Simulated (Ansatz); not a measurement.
## Compressing SnS₂

Level of theory: DFT PBEsol, scalar-relativistic, plane waves, PAW in Ansatz 0.2.0. Settings: 420 eV cutoff, 9×9×6 k-mesh, Gaussian smearing of 0.02 eV, no spin polarisation.

Reference structure (relaxed):

```
Sn S
1.0
     3.65073    0.00000    0.00000
    -1.82537    3.16163    0.00000
     0.00000    0.00000    6.08301
Sn S
1 2
Cartesian
  0.0000 0.0000 0.0000
  0.0000 2.1078 1.4741
  1.8254 1.0539 4.6089
```

Cell and atoms are relaxed at each pressure within the symmetry of the start, at zero temperature, so transitions that lower the symmetry aren't seen. The k-mesh given is that at zero pressure and may differ at others. a, b and c are the lengths of the cell vectors above. The axial ratios are soft, so the single lengths don't run smoothly. Gaps are Kohn–Sham gaps over the whole zone.

Pressures computed: 1, 4, 12, 25, 50, 90 GPa.

Problem. At which pressure does the cell have a = 3.639, b = 3.639 and c = 5.780 Å?

Solution. About 1 GPa, where V/V0 = 0.944 and the gap is 1.17 eV.